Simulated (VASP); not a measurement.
A run of VASP 6.6.1 is set up as follows.

The input POSCAR:

```
BN                                      
1.0
    2.5076172256      0.0000000000      0.0000000000
   -1.2538086128      2.1716602156      0.0000000000
    0.0000000000      0.0000000000     21.3178500000
  B               N             
     2     2
Direct
     0.6666666699999979    0.3333333300000021    0.4214579404919483
     0.3333333300000021    0.6666666699999979    0.5785420595080516
     0.3333333300000021    0.6666666699999979    0.4213960070046322
     0.6666666699999979    0.3333333300000021    0.5786039929953679
```

The input INCAR.step1:

```
SYSTEM = BN
PREC     = Accurate       ! precision mode
ENCUT    = 520            ! plane-wave cutoff, eV
EDIFF    = 1E-5           ! SCF threshold, eV
ISMEAR   = 0              ! smearing method
SIGMA    = 0.03           ! smearing width, eV
LREAL    = .False.        ! projectors in reciprocal space
LASPH    = .True.         ! aspherical terms in the spheres
NELM     = 80             ! most SCF steps
ALGO     = Normal         ! electronic algorithm
ISIF     = 2              ! what is computed and relaxed
LWAVE    = .True.         ! write WAVECAR
LCHARG   = .False.        ! write CHGCAR
LDIPOL   = .True.       
IDIPOL   = 3            
DIPOL    = 0.5 0.5 0.500
NBANDS   = 16             ! bands
LVHAR    = .True.       
LVACPOTAV= .True.       
KPAR     = 4            
GGA      = PE             ! functional
```

Contents of INCAR.step2:

```
SYSTEM = BN
PREC     = Accurate       ! precision mode
ENCUT    = 520            ! plane-wave cutoff, eV
EDIFF    = 1E-7           ! SCF threshold, eV
ISMEAR   = 0              ! smearing method
SIGMA    = 0.03           ! smearing width, eV
LREAL    = .False.        ! projectors in reciprocal space
LASPH    = .True.         ! aspherical terms in the spheres
NELM     = 80             ! most SCF steps
ALGO     = Normal         ! electronic algorithm
ISIF     = 2              ! what is computed and relaxed
LWAVE    = .False.        ! write WAVECAR
LCHARG   = .False.        ! write CHGCAR
LDIPOL   = .True.       
IDIPOL   = 3            
DIPOL    = 0.5 0.5 0.500
GGA      = PE             ! functional
LHFCALC  = .True.         ! exact exchange
AEXX     = 0.25           ! exact-exchange fraction
PRECFOCK = Fast         
HFRCUT   = -1           
NBANDS   = 16             ! bands
LVHAR    = .True.       
LVACPOTAV= .True.       
KPAR     = 4            
ISTART   = 1
```

Contents of KPOINTS:

```
Automatic mesh
0
Gamma
  9 9 1
  0 0 0
```

The input KPOINTS_OPT:

```
explicit points
3
Reciprocal
 0.0000000000  0.0000000000  0.0000000000 1
 0.5000000000  0.0000000000  0.0000000000 1
 0.3333333300  0.3333333300  0.0000000000 1
```

Potentials or basis: VASP PAW PBE potentials, release 64 (B, N).

The run is started by

```sh
$ cat potpaw_PBE.64/B/POTCAR potpaw_PBE.64/N/POTCAR > POTCAR
$ cp INCAR.step1 INCAR
$ mpirun -np 4 vasp_std > vasp.out
$ cp INCAR.step2 INCAR
$ mpirun -np 4 vasp_std > vasp.out
```

(1) Predict the ionisation potential of the upper face.

(2) Estimate the largest force.

(3) Estimate the band gap on the k mesh.

(4) Estimate the band gap along the path.

## Answers

(1) 7.04 eV.

(2) 0.036 eV/Å.

(3) 6.45 eV, indirect (least direct gap 6.89 eV).

(4) 6.45 eV, indirect (least direct gap 6.89 eV).

Caveat: the PAW data sets were made with another functional, which shifts forces and pressure a little.
